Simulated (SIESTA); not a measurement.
## ZrB2 under changes of volume

One of the cells (10.454 Å³/atom); the others are scaled copies at fixed shape and fractional positions:

```
Zr B
1.0
     3.19099    0.00000    0.00000
    -1.59550    2.76348    0.00000
     0.00000    0.00000    3.55640
Zr B
1 2
Direct
  0.00000 0.00000 0.00000
  0.66667 0.33333 0.50000
  0.33333 0.66667 0.50000
```

- Program: SIESTA 5.4.2
- Functional: PBEsol
- Potentials or basis: PseudoDojo 0.4 standard (PBEsol files)
- Basis: DZP (energy shift 0.003 Ry; two zetas on semicore shells)
- Grid cutoff: 800 Ry
- Energy shift: 0.003 Ry
- k mesh: 10 × 10 × 8
- Occupations: fermi-dirac, width 0.05 eV
- Spin: no spin polarisation

| volume (Å³/atom) | energy over the lowest point (meV/atom) | pressure (GPa) |
| --- | --- | --- |
| 9.634 | 19.62 | 13.7 |
| 9.839 | 6.10 | 7.6 |
| 10.044 | 0.00 | 2.1 |
| 10.454 | 7.01 | -7.3 |
| 10.659 | ? | ? |
| 10.864 | 35.90 | -15.0 |

Question: What does the run at 10.659 Å³/atom give?

Answer: Energy over the lowest point 18.97 meV/atom; pressure -11.3 GPa.

Worked out: A Birch-Murnaghan fit of order 3 (a polynomial in V^(-2/3)) to the other rows has its minimum at 10.13 Å³/atom with B0 = V·E''(V) = 246 GPa and B' = 3.9 at fixed shape and positions, which overstates the stiffness. It gives 18.99 meV/atom at 10.659 Å³/atom, against the run's 18.97, and -dE/dV = -11.3 GPa, against -11.3.

Energies are extrapolated to zero smearing.

Caveats: the basis of atomic orbitals isn't converged, which shifts pressures, moduli and gaps.
